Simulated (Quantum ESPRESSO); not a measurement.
The system is Zn.

```
Zn
1.0
     2.67000    0.00000    0.00000
    -1.33500    2.31229    0.00000
     0.00000    0.00000    4.96600
Zn
2
Direct
  0.66667 0.33333 0.75000
  0.33333 0.66667 0.25000
```

| Quantity | Value |
| --- | --- |
| Program | Quantum ESPRESSO 7.5 |
| Task | phonons |
| Functional | PBE |
| Potentials or basis | JTH 2.0 PBE |
| Cutoff | 735 eV |
| Density cutoff | 4408 eV |
| k mesh | 9 × 9 × 5 |
| Occupations | cold, width 0.136 eV |
| Spin | no spin polarisation |
| Mixing beta | 0.5 |
| Most SCF iterations | 120 |
| SCF threshold | 4e-10 Ry |

At Γ the optical frequencies are 57 57 146 cm⁻¹, at a pressure of -0.5 GPa.

Q: How do the modes respond when the cell is scaled evenly, at fixed shape?

A: The highest mode has a Grüneisen parameter of 1.77. None of the listed modes softens on compression. Real pressure also changes the shape of this cell, most of all in layered crystals, so these aren't the shifts under hydrostatic load.

Frequencies at 99 % and 101 % of the volume (pressures 0.2 and -1.2 GPa), ions relaxed:
```
mode  99 % (cm⁻¹)  101 % (cm⁻¹)  Grüneisen parameter
   4         58.8          55.3                 3.10
   5         58.8          55.3                 3.10
   6        148.1         143.0                 1.77
```

Modes are matched by their order; those that don't vary smoothly over the three volumes are left out.

Caveat: the mesh is thin for the phonons of a metal; before the sum rule the acoustic modes lie tens of cm⁻¹ from zero, a sign that the density grid also shifts the optical modes.
